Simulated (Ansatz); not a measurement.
# CaO (Fm-3m) in Ansatz: a series of runs

One crystal, CaO, is run at these levels: PBE, RPBE+D4; tasks: single point, relaxation of cell and atoms.

All numbers are computed with Ansatz 0.2.0; they aren't measurements. Logs are shortened: lines on timing, memory, paths and dates and some standing lists are left out, and cuts for length are marked.

### 1 The crystal as given

The structure is cubic, space group Fm-3m (No. 225). Conventional cell: a = 4.807 Å, b = 4.807 Å, c = 4.807 Å, α = 90.00°, β = 90.00°, γ = 90.00°. Ca (site symmetry m-3m) has 6 O at 2.40 Å as nearest neighbours. O (site symmetry m-3m) has 6 Ca at 2.40 Å as nearest neighbours.

The cell is a database's computed one.

### 2 Single point, PBE

Input file input.yaml:

```yaml
crystal:
  lattice:
    - [0.0, 2.403555696, 2.403555696]
    - [2.403555696, 0.0, 2.403555696]
    - [2.403555696, 2.403555696, 0.0]
  atoms:
    - { symbol: Ca, position: [0.0, 0.0, 0.0] }
    - { symbol: O, position: [0.5, 0.5, 0.5] }
kpoints:
  mp_grid: { grid: [10, 10, 10] }
scf:
  occupations: { method: gaussian, width: 0.029 }
hamiltonian:
  xc: pbe
  pseudopotentials: { kind: all_electron, lapw: { basis_error: 0.001 } }
output:
  forces: true
  stress: true
  eigenvalues: true
```

Potentials or basis: all-electron LAPW, scalar-relativistic.

The run is started by

```console
$ ansatz run input.yaml --threads 1 --pin off --max-ram 3072MiB --backend cpu --events-out ev --progress --plain --runs-dir out
```

Output:

```text
Warning: RAYON_NUM_THREADS=1 ignored (pool sized by the plan → 1); use --threads N
LAPW: plane waves up to 8.033 Å⁻¹, error target 1.0e-3 eV per atom; small_component_spin mean_spin; O in spheres of 1.163 Å, 6 of its electrons in bands, Dirac shells []; Ca in spheres of 1.241 Å, 18 of its electrons in bands, Dirac shells [] (how accurate: hamiltonian.pseudopotentials.lapw.basis_error, Limitations)
Engine: ansatz 0.2.0, aarch64-unknown-linux-gnu
Pseudopotentials: kind: all_electron
Pseudopotential: Ca, LAPW, valence charge 18, lapw/all_electron/scalar/gaussian/Ca, Koelling and Harmon's equation, gaussian nucleus
Pseudopotential: O, LAPW, valence charge 6, lapw/all_electron/scalar/gaussian/O, Koelling and Harmon's equation, gaussian nucleus
Functional definition: PBE
  parameter kappa = 0.804
  parameter beta = 0.06672455060314922
  exchange = pbe_x(kappa = kappa, mu = beta*pi^2/3)
  correlation = pbe_c(beta = beta)
Crystal: 2 atoms, lattice volume = 27.771 Å³
Basis set: ecut = 245.84698919546318 eV, 259 PW (Γ), exchange–correlation at level 2
Bands: 16, of which v1, the nominal top of the filled ones, is band 12 counted from 1 (11 counted from 0)
Symmetry: 48 space group operations
Space group: Fm-3m (ITA 225), of the structure as read, at distance tolerance 3.0e-5 Å
k-points: 47 of 1000
Non-local potential: Ca, projectors of the file, none
Non-local potential: O, projectors of the file, none
Initial density: superposition of atomic densities (chi_scale 0.1, normalization cell, long waves kept (reshape's long-wave potential 0.00 eV rms))
Initial wavefunctions: plane waves of lowest kinetic energy (no species holds an atomic orbital)
Functional: x = pbe(κ = 0.804, μ = 0.2195149727645171), c = pbe(β = 0.06672455060314922)
iter 1 solved again at ethr=9.82e-3 eV; its pass at ethr=1.00e-1 eV (dr2=2.36e0 eV) is discarded
SCF iter   1: F=—  HF=-20567.890458 eV  |F-HF|=—  |Δ(HF+E_count)|=         —  Δρ=7.94e-2  dr2=2.35e0  ethr=9.82e-3  ⟨swp⟩=2.0  Hψ=4778  notcnv=0
preconditioner: auto → none  [insulator: Δε(μ)=6.476 eV  Ē_g=19.217 eV  σ=0.029 eV  W_gap=1.00  n_scr=14 (ndim 8)  ℏωp=26.4 eV  f_vac=0.000  D(μ)=0.00/eV (n_scr^D=0)  ε∞_Penn≈2.9]
SCF iter   2: F=—  HF=-20567.272630 eV  |F-HF|=—  |Δ(HF+E_count)|=   6.18e-1  Δρ=4.01e-2  dr2=5.66e-1  ethr=9.81e-3  ⟨swp⟩=3.0  Hψ=2528  notcnv=0
SCF iter   3: F=—  HF=-20566.281538 eV  |F-HF|=—  |Δ(HF+E_count)|=   9.91e-1  Δρ=1.90e-2  dr2=1.35e-1  ethr=2.36e-3  ⟨swp⟩=3.0  Hψ=2641  notcnv=0
SCF iter   4: F=—  HF=-20566.290568 eV  |F-HF|=—  |Δ(HF+E_count)|=         —  Δρ=6.95e-3  dr2=1.94e-2  ethr=5.64e-4  ⟨swp⟩=3.0  Hψ=2536  notcnv=0
the basis was enlarged: its passes take 90.1 KiB over the memory plan, 1 of 1 planned eigensolver slots
SCF iter   5: F=—  HF=-20566.279147 eV  |F-HF|=—  |Δ(HF+E_count)|=   1.14e-2  Δρ=3.87e-3  dr2=6.04e-3  ethr=8.10e-5  ⟨swp⟩=2.0  Hψ=2476  notcnv=0
iter 6 solved again at ethr=3.81e-7 eV; its pass at ethr=2.52e-5 eV (dr2=9.16e-5 eV) is discarded
SCF iter   6: F=—  HF=-20566.275235 eV  |F-HF|=—  |Δ(HF+E_count)|=   3.91e-3  Δρ=4.78e-4  dr2=9.17e-5  ethr=3.81e-7  ⟨swp⟩=2.0  Hψ=3955  notcnv=0
SCF iter   7: F=—  HF=-20566.275167 eV  |F-HF|=—  |Δ(HF+E_count)|=   6.79e-5  Δρ=3.02e-5  dr2=3.39e-7  ethr=3.81e-7  ⟨swp⟩=2.0  Hψ=2304  notcnv=0
SCF iter   8: F=-20566.275145 eV  HF=-20566.275145 eV  |F-HF|=2.80e-10  |Δ(HF+E_count)|=   2.18e-5  Δρ=2.05e-6  dr2=7.92e-10  ethr=1.41e-9  ⟨swp⟩=3.0  Hψ=2679  notcnv=0
SCF 1 converged in 8 iterations: F = -20566.275145 eV  dr2 = 7.92e-10
SCF converged after 8 iterations
Free energy (F): -20566.275145 eV
Harris-Foulkes:  -20566.275145 eV  (|F-HF|=2.80e-10)
Internal energy: -20566.275145 eV  (E = F + TS)
E sigma→0 (E₀):  -20566.275145 eV
Fermi energy:    9.976280 eV
--- Per-component energies (eV) ---
  E_band       = -2785.485314
  E_kinetic    = 20707.641322
  E_xc         = -1219.777119
  E_electrostatic = -40054.139348  (all electrons and nuclei)
  E_smearing   = -0.000000  (= −TS)
  E_closure    = 0.000000  (closes the sum)
  E_atoms      = -20553.464091  (free atoms, spherical and without spin; not in F)
  Σ components = -20566.275145   (vs F -20566.275145, Δ=0.00e0)
  Basis errors (estimates in eV, not in F): energy 4.4e-4 per atom: plane waves 3.9e-4 (2.1e-4 summed), levels above the bands 0.0e0, relativity 7.1e-9, radial functions 4.3e-5, core shells 1.7e-7; eigenvalues (radial functions only) 6.2e-6; not estimated: angular momenta, meshes, grids; target (lapw.basis_error) 1.0e-3; muffin-tin radii O 1.163 Å, Ca 1.241 Å
--- Forces (eV/Å), atoms counted from 1 ---
  atom   1  Ca    -0.00000000     0.00000000    -0.00000000
  atom   2  O      0.00000000    -0.00000000    -0.00000000
  max |Σ_I F_I| component: 1.18e-30 eV/Å
--- Stress (GPa, compression-positive) ---
        1.603574      -0.000000       0.000000
       -0.000000       1.603574      -0.000000
        0.000000      -0.000000       1.603574
  P = ⅓ Tr σ = 1.6036 GPa (16.036 kbar)
--- Band table (eV; the first three rows and the last of 47) ---
  k-point 0: bands = ["-396.2126", "-316.5708", "-316.5708", "-316.5708", "-29.4943", "-10.2562", "-10.2562", "-10.2562", "-7.3642", "8.1503", "8.1503", "8.1503", "12.8773", "14.3842", "14.3842", "14.3842"]
  k-point 1: bands = ["-396.2126", "-316.5708", "-316.5708", "-316.5708", "-29.4846", "-10.3955", "-10.2613", "-10.2613", "-7.2185", "7.7919", "8.0127", "8.0127", "13.3340", "14.3501", "14.5543", "14.5543"]
  k-point 2: bands = ["-396.2126", "-316.5708", "-316.5708", "-316.5708", "-29.4593", "-10.7124", "-10.2748", "-10.2748", "-6.8844", "7.0256", "7.6823", "7.6823", "14.2601", "14.4906", "15.0242", "15.0242"]
  k-point 46: bands = ["-396.2126", "-316.5708", "-316.5708", "-316.5708", "-29.3609", "-10.7277", "-10.6628", "-10.6129", "-6.7814", "6.9532", "6.9908", "7.2341", "13.6757", "15.2852", "16.5196", "17.6869"]
```

Run time: 5.6 s. Hardware: 1 thread of Arm Neoverse V1, shared host; peak memory 0.27 GiB.

Results:

| Item | Value |
| --- | --- |
| Free energy | -20566.2751 eV |
| Pressure | 1.6 GPa |
| Band gap on the k mesh | 3.65 eV, indirect (least direct gap 4.03 eV) |

Levels at points of the mesh, in eV from the valence-band top:
| k point | band 9 | band 10 | band 11 | band 12 | band 13 | band 14 | band 15 | band 16 |
| --- | --- | --- | --- | --- | --- | --- | --- | --- |
| (0.00, 0.00, 0.00) | -15.51 | 0.00 | 0.00 | 0.00 | 4.73 | 6.23 | 6.23 | 6.23 |
| (0.00, 0.00, -0.50) | -14.33 | -2.62 | -1.19 | -1.19 | 7.06 | 8.36 | 8.36 | 8.50 |
| (0.00, -0.50, -0.50) | -15.28 | -1.30 | -0.37 | -0.37 | 3.65 | 8.05 | 8.89 | 9.53 |

A k mesh can miss the band edges.

### 3 Relaxation of cell and atoms, RPBE+D4

input.yaml: that of step 2 with these lines changed.

```diff
@@ -11,5 +11,6 @@
 scf:
-  occupations: { method: gaussian, width: 0.029 }
+  occupations: { method: fermi_dirac, width: 0.05 }
 hamiltonian:
-  xc: pbe
+  xc: rpbe
+  dispersion: d4
   pseudopotentials: { kind: all_electron, lapw: { basis_error: 0.001 } }
@@ -18,2 +19,5 @@
   stress: true
-  eigenvalues: true
+relax:
+  f_tol: 0.005
+  max_steps: 60
+  cell: {}
```

Potentials or basis: all-electron LAPW, scalar-relativistic.

The run is started by

```console
$ ansatz run input.yaml --threads 1 --pin off --max-ram 3072MiB --backend cpu --events-out ev --progress --plain --runs-dir out
```

Run time: 15 s. Hardware: 1 thread of Arm Neoverse V1, shared host; peak memory 0.28 GiB.

It converged, with:

```
Free energy                            : -20572.8630 eV
Relaxed volume                         : 14.06 Å³/atom
Relaxed cell                           : a = 3.413 Å, b = 3.413 Å, c = 3.413 Å, α = 60.00°, β = 60.00°, γ = 60.00°
Space group after relaxing (to 0.05 Å) : Fm-3m (No. 225)
Energy gained by relaxing              : 0.7 meV/atom
Ionic steps                            : 4
Pressure after relaxing                : 0.0 GPa
Band gap on the k mesh                 : 3.76 eV
```

The path:
| step | energy change (eV) | largest force (eV/Å) | volume (Å³) |
| --- | --- | --- | --- |
| 1 | 0.0000 | 0.0000 | 27.77 |
| 2 | -0.0014 | 0.0000 | 28.16 |
| 3 | -0.0014 | 0.0000 | 28.12 |
| 4 | -0.0014 | 0.0000 | 28.12 |

Final structure:
```cif
data_structure
_symmetry_space_group_name_H-M 'P 1'
_symmetry_Int_Tables_number 1
_cell_length_a 3.4135
_cell_length_b 3.4135
_cell_length_c 3.4135
_cell_angle_alpha 60.000
_cell_angle_beta 60.000
_cell_angle_gamma 60.000
_cell_volume 28.12
loop_
_atom_site_label
_atom_site_type_symbol
_atom_site_fract_x
_atom_site_fract_y
_atom_site_fract_z
_atom_site_occupancy
Ca1 Ca 0.00000 0.00000 0.00000 1
O1 O 0.50000 0.50000 0.50000 1
```

A k mesh can miss the band edges. RPBE gaps usually lie below the measured ones, often by a third to a half.

### 4 For comparison

An earlier run on the cell as given: functional PBE; potentials or basis all-electron LAPW, scalar-relativistic; cutoff 246 eV (chosen from the basis error); basis error allowed 0.001 eV/atom; k mesh 10 × 10 × 10; occupations fermi-dirac, width 0.05 eV; no spin polarisation.

- Pressure: 1.6 GPa
- Band gap on the k mesh: 3.65 eV, indirect (least direct gap 4.03 eV)
- Loewdin charges: Ca +1.64; O -1.33 e

### 5 The runs side by side

```tsv
task	level	cell	cutoff (eV)	smearing	gap on the mesh (eV)	pressure (GPa)
single point	PBE	as given	246	gaussian 0.029 eV	3.65	1.6
relaxation of cell and atoms	RPBE+D4	relaxed	-	fermi-dirac 0.05 eV	3.76	0.0
single point	PBE	as given	246	fermi-dirac 0.05 eV	3.65	1.6
```

Alike in all rows: potentials or basis all-electron LAPW, scalar-relativistic; no spin polarisation; k mesh 10 × 10 × 10; basis error allowed 0.001 eV/atom.

Compare energies only between runs with the same functional and basis.
